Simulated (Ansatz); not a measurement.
# CaF2: the cost of one run

Method: DFT PBE+D3(BJ), plane waves, PAW, scalar-relativistic, no spin polarisation, in Ansatz 0.2.0.

**1. Starting point**

The cell holds 12 atoms (Ca4F8): a = 5.627 Å, b = 5.627 Å, c = 5.627 Å, α = 90.00°, β = 90.00°, γ = 90.00°.

Coordinates:

```xyz
12
Lattice="5.6269 0.0000 0.0000 0.0000 5.6269 0.0000 0.0000 0.0000 5.6269" Properties=species:S:1:pos:R:3 pbc="T T T"
Ca    2.8135    2.8135    2.8135
F     1.4067    1.4067    1.4067
F     4.2202    4.2202    4.2202
Ca    0.0000    0.0000    2.8135
F     4.2202    4.2202    1.4067
F     1.4067    1.4067    4.2202
Ca    0.0000    2.8135    0.0000
F     4.2202    1.4067    4.2202
F     1.4067    4.2202    1.4067
Ca    2.8135    0.0000    0.0000
F     1.4067    4.2202    4.2202
F     4.2202    1.4067    1.4067
```

**2. Run 1**

240 steps of 1.5 fs under a Langevin thermostat at 4200 K.

input.yaml reads:

```yaml
crystal:
  lattice:
    - [5.626907, 0.0, 0.0]
    - [0.0, 5.626907, 0.0]
    - [0.0, 0.0, 5.626907]
  atoms:
    - { symbol: Ca, position: [0.5, 0.5, 0.5] }
    - { symbol: F, position: [0.25, 0.25, 0.25] }
    - { symbol: F, position: [0.75, 0.75, 0.75] }
    - { symbol: Ca, position: [0.0, 0.0, 0.5] }
    - { symbol: F, position: [0.75, 0.75, 0.25] }
    - { symbol: F, position: [0.25, 0.25, 0.75] }
    - { symbol: Ca, position: [0.0, 0.5, 0.0] }
    - { symbol: F, position: [0.75, 0.25, 0.75] }
    - { symbol: F, position: [0.25, 0.75, 0.25] }
    - { symbol: Ca, position: [0.5, 0.0, 0.0] }
    - { symbol: F, position: [0.25, 0.75, 0.75] }
    - { symbol: F, position: [0.75, 0.25, 0.25] }
basis:
  ecutwfc: 420.0
kpoints:
  mp_grid: { grid: [2, 2, 2] }
hamiltonian:
  xc: pbe
  dispersion: d3bj
  pseudopotentials: { kind: paw, azcp: { folder: soft_1 } }
scf:
  occupations: { method: fermi_dirac, width: 0.36 }
  lower_state_search: "off"
md:
  timestep: 1.5
  n_steps: 240
  ensemble: nvt_langevin
  temperature: 4200.0
  initial_velocities: maxwell_boltzmann
  seed: 219656
  friction: 0.02
```

The run is started by

```
> ansatz run input.yaml --threads 1 --pin off --max-ram 3072MiB --backend cpu --events-out ev --progress --plain --runs-dir out
```

**Question.** How long does this run take on 1 thread of Arm Neoverse V1, shared host, and how much memory does it need?

About 19 min, with a peak of 0.52 GiB.
